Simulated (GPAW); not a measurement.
# Rh (Fm-3m) in GPAW: settings compared, part 2 of 3

GPAW 26.7.0. Earlier steps stand in the parts before.

## Step 3: One-shot levels on a semilocal density, PBE

run.py

```python
import numpy as np
from ase.dft.bandgap import bandgap
from ase.io import read, write
from ase.units import GPa
from gpaw import GPAW, PW
from gpaw.hybrids import NonSelfConsistentHybridXCCalculator
from gpaw.hybrids.energy import non_self_consistent_energy

atoms = read('Rh.cif')

calc = GPAW(mode=PW(500),
            xc='PBE',
            kpts={'size': (7, 7, 7), 'gamma': True},
            occupations={'name': 'fermi-dirac', 'width': 0.05},
            nbands=18,
            convergence={'density': 1e-05, 'energy': 1e-05, 'bands': 14, 'eigenstates': 1e-07},
            maxiter=150,
            txt='gpaw.txt')
atoms.calc = calc
energy = atoms.get_potential_energy()
forces = atoms.get_forces()
stress = atoms.get_stress()
calc.write('gs.gpw')
write('result.traj', atoms)
print(f'Energy: {energy:.6f} eV')
print('Forces (eV/A):')
print(forces.round(4))
print('Stress (GPa):', (stress / GPa).round(3))
print('Fermi level:', round(calc.get_fermi_level(), 4), 'eV')
print(f'Gap: {bandgap(calc)[0]:.4f} eV, direct: {bandgap(calc, direct=True)[0]:.4f} eV')

for xc in ['HSE06', 'PBE0', 'YS-PBE0']:
    e = non_self_consistent_energy(calc, xc).sum()
    print(f'{xc} energy on these orbitals: {e:.6f} eV')
    nsc = NonSelfConsistentHybridXCCalculator.from_dft_calculation(
        calc.dft, xc, log=f'levels-{xc}.txt')
    dft_skn, hyb_skn = nsc.calculate(calc.dft.ibzwfs, 0, 14)
    np.savetxt(f'levels-{xc}.dat', hyb_skn.reshape((-1, hyb_skn.shape[-1])), fmt='%.4f')
```

Rh.cif

```cif
data_Rh
_cell_length_a 2.68396521
_cell_length_b 2.68396521
_cell_length_c 2.68396521
_cell_angle_alpha 60.00000000
_cell_angle_beta 60.00000000
_cell_angle_gamma 60.00000000
_space_group_name_H-M_alt 'P1'
_space_group_name_Hall 'P 1'
_space_group_IT_number 1
loop_
_space_group_symop_operation_xyz
'x,y,z'
loop_
_atom_site_label
_atom_site_type_symbol
_atom_site_symmetry_multiplicity
_atom_site_Wyckoff_symbol
_atom_site_fract_x
_atom_site_fract_y
_atom_site_fract_z
_atom_site_occupancy
Rh1 Rh 1 a 0.0000000000 0.0000000000 0.0000000000 1
```

Potentials or basis: GPAW PAW data sets (gpaw-data 1.2.1), pw.

Started as:

```sh
> OMP_NUM_THREADS=1 python run.py
```

gpaw.txt:

```text
__  _  _
 | _ |_)|_||  |
 |__||  | ||/\| - 26.7.0

Input parameters:
  mode=PW(ecut=500.0),
  convergence={'density': 1e-05, 'energy': 1e-05, 'bands': 14, 'eigenstates': 1e-07},
  kpts=MonkhorstPack(size=(7, 7, 7), gamma=True),
  maxiter=150,
  nbands=18,
  occupations=Occupations(name='fermi-dirac', width=0.05),
  xc=XC(name='PBE')

Diagonalizing LCAO Hamiltonian
Converting LCAO to pw mode

       Rh

Atoms  # Å, Bohr magnetons
|   | symbol |        x |        y |        z |    initial magnetic moments |
|---|--------|----------|----------|----------|-----------------------------|
| 0 |     Rh | 0.000000 | 0.000000 | 0.000000 | ( 0.0000,  0.0000,  0.0000) |

Unit cell  # Å
| periodic |        x |        y |        z |  lengths |    angles |
|----------|----------|----------|----------|----------|-----------|
|      yes | 2.683965 | 0.000000 | 0.000000 | 2.683965 | 60.000000 |
|      yes | 1.341983 | 2.324382 | 0.000000 | 2.683965 | 60.000000 |
|      yes | 1.341983 | 0.774794 | 2.191448 | 2.683965 | 60.000000 |

Number of symmetries: 48
Symmetry operations  # r_c * U_cc + t_c -> r_c
|    | kind |            matrix            |
|----|------|------------------------------|
|  0 |  σ   |  1, 0, 0,  1, 0,-1,  1,-1, 0 |
|  1 |  C2  |  1, 0, 0,  1,-1, 0,  1, 0,-1 |
|  2 |  E   |  1, 0, 0,  0, 1, 0,  0, 0, 1 |
|  3 |  σ   |  1, 0, 0,  0, 0, 1,  0, 1, 0 |
|  4 |  C4  |  1, 0,-1,  1, 0, 0,  1,-1, 0 |
|  5 |  S6  |  1, 0,-1,  1,-1, 0,  1, 0, 0 |
|  6 |  σ   |  1, 0,-1,  0, 1,-1,  0, 0,-1 |
|  7 |  C3  |  1, 0,-1,  0, 0,-1,  0, 1,-1 |
|  8 |  S6  |  1,-1, 0,  1, 0, 0,  1, 0,-1 |
|  9 |  C4  |  1,-1, 0,  1, 0,-1,  1, 0, 0 |
| 10 |  C3  |  1,-1, 0,  0,-1, 1,  0,-1, 0 |
| 11 |  σ   |  1,-1, 0,  0,-1, 0,  0,-1, 1 |
| 12 |  σ   |  0, 1, 0,  1, 0, 0,  0, 0, 1 |
| 13 |  C4  |  0, 1, 0,  0, 1,-1, -1, 1, 0 |
| 14 |  C3  |  0, 1, 0,  0, 0, 1,  1, 0, 0 |
| 15 |  S6  |  0, 1, 0, -1, 1, 0,  0, 1,-1 |
| 16 |  C2  |  0, 1,-1,  1, 0,-1,  0, 0,-1 |
| 17 |  σ   |  0, 1,-1,  0, 1, 0, -1, 1, 0 |
| 18 |  S4  |  0, 1,-1,  0, 0,-1,  1, 0,-1 |
| 19 |  C4  |  0, 1,-1, -1, 1, 0,  0, 1, 0 |
| 20 |  C3  |  0, 0, 1,  1, 0, 0,  0, 1, 0 |
| 21 |  σ   |  0, 0, 1,  0, 1, 0,  1, 0, 0 |
| 22 |  S6  |  0, 0, 1,  0,-1, 1, -1, 0, 1 |
| 23 |  C4  |  0, 0, 1, -1, 0, 1,  0,-1, 1 |
| 24 |  S4  |  0, 0,-1,  1, 0,-1,  0, 1,-1 |
| 25 |  C3  |  0, 0,-1,  0, 1,-1,  1, 0,-1 |
| 26 |  C2  |  0, 0,-1,  0,-1, 0, -1, 0, 0 |
| 27 |  S6  |  0, 0,-1, -1, 0, 0,  0,-1, 0 |
| 28 |  S4  |  0,-1, 1,  1,-1, 0,  0,-1, 0 |
| 29 |  C4  |  0,-1, 1,  0, 0, 1, -1, 0, 1 |
| 30 |  C2  |  0,-1, 1,  0,-1, 0,  1,-1, 0 |
| 31 |  σ   |  0,-1, 1, -1, 0, 1,  0, 0, 1 |
| 32 |  C3  |  0,-1, 0,  1,-1, 0,  0,-1, 1 |
| 33 |  S6  |  0,-1, 0,  0, 0,-1, -1, 0, 0 |
| 34 |  S4  |  0,-1, 0,  0,-1, 1,  1,-1, 0 |
| 35 |  C2  |  0,-1, 0, -1, 0, 0,  0, 0,-1 |
| 36 |  C2  | -1, 1, 0,  0, 1, 0,  0, 1,-1 |
| 37 |  S6  | -1, 1, 0,  0, 1,-1,  0, 1, 0 |
| 38 |  S4  | -1, 1, 0, -1, 0, 1, -1, 0, 0 |
| 39 |  C3  | -1, 1, 0, -1, 0, 0, -1, 0, 1 |
| 40 |  S6  | -1, 0, 1,  0, 0, 1,  0,-1, 1 |
| 41 |  C2  | -1, 0, 1,  0,-1, 1,  0, 0, 1 |
| 42 |  C3  | -1, 0, 1, -1, 1, 0, -1, 0, 0 |
| 43 |  S4  | -1, 0, 1, -1, 0, 0, -1, 1, 0 |
| 44 |  C2  | -1, 0, 0,  0, 0,-1,  0,-1, 0 |
| 45 |  i   | -1, 0, 0,  0,-1, 0,  0, 0,-1 |
| 46 |  σ   | -1, 0, 0, -1, 1, 0, -1, 0, 1 |
| 47 |  C2  | -1, 0, 0, -1, 0, 1, -1, 1, 0 |

BZ-sampling:
  Number of BZ points: 343
  Number of IBZ points: 20

  Monkhorst-Pack size: [7, 7, 7]
  Monkhorst-Pack shift: [0, 0, 0]

K-points  # in reciprocal-cell coordinates
|     |                                coordinates |     weight |
|-----|--------------------------------------------|------------|
|   0 | (  0.00000000,   0.00000000,   0.00000000) | 0.00291545 |
|   1 | (  0.14285714,   0.14285714,   0.00000000) | 0.01749271 |
|   2 | (  0.14285714,   0.14285714,   0.14285714) | 0.02332362 |
|   3 | (  0.28571429,   0.14285714,   0.14285714) | 0.03498542 |
|   4 | (  0.28571429,   0.28571429,   0.00000000) | 0.01749271 |
|   5 | (  0.28571429,   0.28571429,   0.14285714) | 0.06997085 |
|   6 | (  0.28571429,   0.28571429,   0.28571429) | 0.02332362 |
|   7 | (  0.42857143,  -0.28571429,  -0.28571429) | 0.03498542 |
|   8 | (  0.42857143,   0.28571429,  -0.42857143) | 0.13994169 |
|   9 | (  0.42857143,   0.28571429,  -0.28571429) | 0.06997085 |
| ... |                                            |            |
|  19 | (  0.42857143,   0.42857143,   0.42857143) | 0.02332362 |

Plane wave coefficients: 356
Cutoff: 500.0 eV

Spin-components: 1 (collinear spins)
Bands:           18
Projectors:      6
Spin-degeneracy: 2
Datatype:        complex128

Parallelization:
  kpt:    1
  domain: 1
  band:   1

Density:
  Valence electrons: 15.0
  Components: 1
  Grid points: [14 14 14]
  Charge: 0.0  # |e|

Potential:
  Grid points: [14 14 14]

species:
  Rh:
    name:    Rhodium
    Z:       45.0
    valence: 15
    core:    30
    charge:  0.0  # [|e|]
    compensation charges:
      type: gauss
      rc: 0.38  # [Å]
      lmax: 2
    cutoffs:
      filter: 2.48  # [Å]
      core: 2.35  # [Å]
    projectors
    | kind |    occ | energy [eV] | rcut [Å] |
    |------|--------|-------------|----------|
    |   5s |  1.000 |      -4.297 |    1.270 |
    |   4p |  6.000 |     -50.429 |    1.381 |
    |   5p |  0.000 |      -0.852 |    1.381 |
    |   4d |  8.000 |      -5.942 |    1.244 |
    |    s |        |      22.915 |    1.270 |
    |    d |        |      21.270 |    1.244 |

    Using partial waves for Rh as LCAO basis

Reference energy: -130134.647000  # eV

eigensolver:
  PPCG
  Converge bands: 14
  niter=2

density mixing:
  MSR1-Mixer
  Pratt-step length: 0.05
  Maximum mixing coefficient: 0.75
  Old densities: 10
  SVD Regularization: 0.005
  Good broyden scale: 1.0
  Trust region scale: 1.0
  Backstep threshold: 4.0
  History deletion threshold: 6.0
  Fourier metric: weight=20.0, sigma=0.015

occupation numbers:
  Fermi-Dirac:
    width: 0.0500  # eV

poisson solver:
  ecut: 4000.0  # eV

xc functional:
  name: PBE with 2 nearest neighbor stencil

convergence criteria:
- Maximum integral of absolute [dens]ity change: 1e-05 electrons / valence electron
- Maximum [total energy] change in last 3 cyles: 1e-05 eV / valence electron
- Maximum integral of absolute [eigenst]ate change: 1e-07 eV^2 / valence electron
maximum number of iterations: 150

SCF iterations
|iter     | |      energy | eigst |  dens |
|---------|-|-------------|-------|-------|
|iter:   1| |   -7.979455 | +2.36 |       |
|iter:   2| |   -7.847382 | +0.03 | -1.10 |
|iter:   3| |   -7.369492 | -1.74 | -1.15 |
|iter:   4| |   -7.365232 | -3.94 | -2.28 |
|iter:   5| |   -7.363605 | -3.97 | -2.48 |
|iter:   6| |   -7.363613 | -6.31 | -3.27 |
|iter:   7| |   -7.363617c| -6.55 | -3.91 |
|iter:   8| |   -7.363620c| -8.23c| -4.38 |
|iter:   9| |   -7.363620c| -8.28c| -5.58c|

Converged in 9 steps
Energy contributions relative to reference atoms: (reference = -130134.647000)

Energy contributions:
  Kinetic:          -2.715687
  Coulomb:           0.306146
  Zero:             -0.054748
  External:          0.000000
  Xc:               -4.895712
  Entropy:          -0.007239
  Spinorbit:         0.000000
  ----------------------------
  Free energy:      -7.367239
  Extrapolated:     -7.363620

dipole moment: (-16.234769, -9.373148, -6.627817)  # |e|*Ang

Fermi level: 11.974
Eigenvalues  # (at kpt = [0.000, 0.000, 0.000])
| band index |      eig [eV] | occ [0-2] |
|------------|---------------|-----------|
|          0 |       -34.469 |     2.000 |
|          1 |       -34.469 |     2.000 |
|          2 |       -34.469 |     2.000 |
|          3 |         3.953 |     2.000 |
|          4 |         8.826 |     2.000 |
|          5 |         8.826 |     2.000 |
[... 10 lines left out ...]
|         16 |        44.100 |     0.000 |
|         17 |        44.763 |     0.000 |

No gap
No difference between direct/indirect transitions

Forces  # eV/Ang
|        x |        y |       z |
|----------|----------|---------|
| -0.00000 | -0.00000 | 0.00000 |  # Rh   0

Stress tensor  # eV/Ang^3
|         x |         y |         z |
|-----------|-----------|-----------|
| -0.049725 |  0.000000 |  0.000000 |
|  0.000000 | -0.049725 |  0.000000 |
|  0.000000 |  0.000000 | -0.049725 |

# Writing to gs.gpw (mode='')
```

It took 5.2 min on 1 thread of Intel Xeon Platinum 8488C (Sapphire Rapids), shared host; peak memory 0.43 GiB.

What came out:

| Property | Result |
| --- | --- |
| Free energy | -7.3672 eV |
| Pressure | 8.0 GPa |
| Band gap on the k mesh | none (metal or under the smearing width) |

Caveat: the k mesh is coarse (spacing up to 0.41 Å⁻¹), so the values aren't converged; the cutoff is short for stress and forces, so pressures can be off by a GPa or more; one-shot exact exchange on a metal's smeared states is rough.

## Step 4: Equation of state, BP86+D3(BJ)

run.py

```python
from ase.calculators.mixing import SumCalculator
from ase.eos import EquationOfState
from ase.io import Trajectory, read
from ase.units import GPa
from dftd3.ase import DFTD3
from gpaw import GPAW, PW, setup_paths

setup_paths.insert(0, '.')

atoms = read('Rh.xyz')

traj = Trajectory('eos.traj', 'w')
volumes, energies = [], []
for x in [0.94, 0.96, 0.98, 1.0, 1.02, 1.04, 1.06]:
    a = atoms.copy()
    a.set_cell(atoms.cell * x**(1 / 3), scale_atoms=True)
    calc = GPAW(mode=PW(600),
                xc='GGA_X_B88+GGA_C_P86',
                kpts={'size': (12, 12, 12), 'gamma': True},
                occupations={'name': 'fermi-dirac', 'width': 0.05},
                nbands=16,
                convergence={'density': 1e-05, 'energy': 1e-05},
                maxiter=150,
                txt=f'eos-{x:.2f}.txt')
    a.calc = SumCalculator([calc, DFTD3(method='bp', damping='d3bj')])
    energies.append(a.get_potential_energy())
    volumes.append(a.get_volume())
    p = -a.get_stress()[:3].mean() / GPa
    calc.write(f'eos-{x:.2f}.gpw')
    traj.write(a)
    print(f'{x:.2f} {volumes[-1]:10.4f} A^3 {energies[-1]:14.6f} eV {p:9.3f} GPa', flush=True)

v0, e0, B = EquationOfState(volumes, energies, eos='birchmurnaghan').fit()
print(f'V0 = {v0:.4f} A^3, E0 = {e0:.6f} eV, B0 = {B / GPa:.2f} GPa')
```

Rh.xyz

```xyz
1
Lattice="0.0000000000 1.8978500000 1.8978500000 1.8978500000 0.0000000000 1.8978500000 1.8978500000 1.8978500000 0.0000000000" Properties=species:S:1:pos:R:3 pbc="T T T"
Rh     0.0000000000      0.0000000000      0.0000000000
```

Potentials or basis: PAW data sets generated in the run's folder for this functional, pw.

Started as:

```sh
> gpaw-setup -f GGA_X_B88+GGA_C_P86 Rh
> OMP_NUM_THREADS=1 python run.py
```

Wall time 50 s (1 thread of Intel Xeon Platinum 8488C (Sapphire Rapids), shared host); peak memory 0.22 GiB.

The run converged. Its results:

| Property | Result |
| --- | --- |
| Equilibrium volume | 13.28 Å³/atom |
| Bulk modulus | 308 GPa |
| Pressure derivative of the bulk modulus | 5.2 |

Energy against volume, from the lowest point:
| volume (Å³/atom) | energy (meV/atom) |
| --- | --- |
| 12.851 | 13.66 |
| 13.125 | 1.06 |
| 13.398 | 0.00 |
| 13.671 | 9.34 |
| 13.945 | 27.72 |
| 14.218 | 54.04 |
| 14.492 | 87.33 |

## Step 5: Equation of state, PBEsol+D3(BJ)

Changes to run.py since step 4:

```diff
@@ -2,3 +2,4 @@
 from ase.eos import EquationOfState
-from ase.io import Trajectory, read
+from ase.io import Trajectory
+from ase.spacegroup import crystal
 from ase.units import GPa
@@ -9,3 +10,8 @@
 
-atoms = read('Rh.xyz')
+# Rh 4a
+atoms = crystal(['Rh'],
+                basis=[[0.0, 0.0, 0.0]],
+                spacegroup=225, setting=1,  # Fm-3m
+                cellpar=[3.7957, 3.7957, 3.7957, 90.0, 90.0, 90.0],
+                primitive_cell=True)
 
@@ -17,3 +23,3 @@
     calc = GPAW(mode=PW(600),
-                xc='GGA_X_B88+GGA_C_P86',
+                xc='PBEsol',
                 kpts={'size': (12, 12, 12), 'gamma': True},
@@ -24,3 +30,3 @@
                 txt=f'eos-{x:.2f}.txt')
-    a.calc = SumCalculator([calc, DFTD3(method='bp', damping='d3bj')])
+    a.calc = SumCalculator([calc, DFTD3(method='pbesol', damping='d3bj')])
     energies.append(a.get_potential_energy())
```

Started as:

```sh
> gpaw-setup -f PBEsol Rh
> OMP_NUM_THREADS=1 python run.py
```

Run time: 49 s. Hardware: 1 thread of Intel Xeon Platinum 8488C (Sapphire Rapids), shared host; peak memory 0.21 GiB.

The run converged. Its results:

| Quantity | Value |
| --- | --- |
| Equilibrium volume | 13.27 Å³/atom |
| Bulk modulus | 315 GPa |
| Pressure derivative of the bulk modulus | 5.2 |

Energy against volume, from the lowest point:
```csv
volume (Å³/atom),energy (meV/atom)
12.851,12.77
13.125,0.43
13.398,0.00
13.671,9.96
13.945,29.12
14.218,56.38
14.492,90.74
```

(Part 2 of 3 ends here.)
